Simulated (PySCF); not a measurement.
Species: methyl methacrylate, C₅H₈O₂.
SMILES with atom numbers: `[CH2:1]=[C:2]([CH3:3])[C:4](=[O:5])[O:6][CH3:7]` (hydrogens: H8, H9 on C1; H10, H11, H12 on C3; H13, H14, H15 on C7)

Computed by this run: PBE0-D3(BJ)/def2-TZVP geometry optimisation, gas phase in PySCF 2.14.0; density fitting, grid level 2; the optimiser is geomeTRIC in internal coordinates, started from a GFN2-xTB structure with every atom displaced at random (about 0.01 Å).

At the end of the run (lengths in Å): C2–C4 1.491, C1=C2 1.330, C7–H13 1.091, C4–O6 1.341, C3–H10 1.090, C1–H9 1.083, C4=O5 1.204, O5–C4–O6 123.0°, C2–C4–O5 125.6°, C4–O6–C7 115.0°, C1–C2–C4 116.9°, C1–C2–C4–O5 -2°, C2–C4–O6–C7 180°, H13–C7–O6–C4 61°.

Task: These geometries were met on the way; a selection of coordinates is given. Order them by energy above the end point, lowest first.
A. C2–C4 1.490, C1=C2 1.330, C7–H13 1.090, C4–O6 1.342, C3–H10 1.090, C1–H9 1.083, C4=O5 1.204, O5–C4–O6 123.1°, C2–C4–O5 125.7°, C4–O6–C7 115.5°, C1–C2–C4 117.0°, C1–C2–C4–O5 -3°, C2–C4–O6–C7 180°, H13–C7–O6–C4 61°
B. C2–C4 1.498, C1=C2 1.328, C7–H13 1.094, C4–O6 1.334, C3–H10 1.092, C1–H9 1.081, C4=O5 1.204, O5–C4–O6 123.2°, C2–C4–O5 124.8°, C4–O6–C7 116.9°, C1–C2–C4 116.9°, C1–C2–C4–O5 -3°, C2–C4–O6–C7 180°, H13–C7–O6–C4 79°
C. C2–C4 1.527, C1=C2 1.296, C7–H13 1.067, C4–O6 1.318, C3–H10 1.068, C1–H9 1.101, C4=O5 1.186, O5–C4–O6 126.5°, C2–C4–O5 123.0°, C4–O6–C7 116.8°, C1–C2–C4 118.0°, C1–C2–C4–O5 3°, C2–C4–O6–C7 179°, H13–C7–O6–C4 110°
D. C2–C4 1.490, C1=C2 1.335, C7–H13 1.095, C4–O6 1.350, C3–H10 1.094, C1–H9 1.081, C4=O5 1.204, O5–C4–O6 123.3°, C2–C4–O5 125.4°, C4–O6–C7 117.6°, C1–C2–C4 116.4°, C1–C2–C4–O5 1°, C2–C4–O6–C7 179°, H13–C7–O6–C4 109°

Result: A (0.001 eV), B (0.019 eV), D (0.040 eV), C (0.172 eV).

```
step  E above end (eV)  rms distance from the end, all atoms (Å)  largest force (eV/Å)  rms shift of all bonds from the end (Å)
  10             0.001                                     0.010                 0.081                                    0.001
   7             0.019                                     0.134                 0.390                                    0.004
   1             0.040                                     0.376                 0.424                                    0.004
   0             0.172                                     0.401                 2.660                                    0.020
```

Rows stand in the order of the answer.
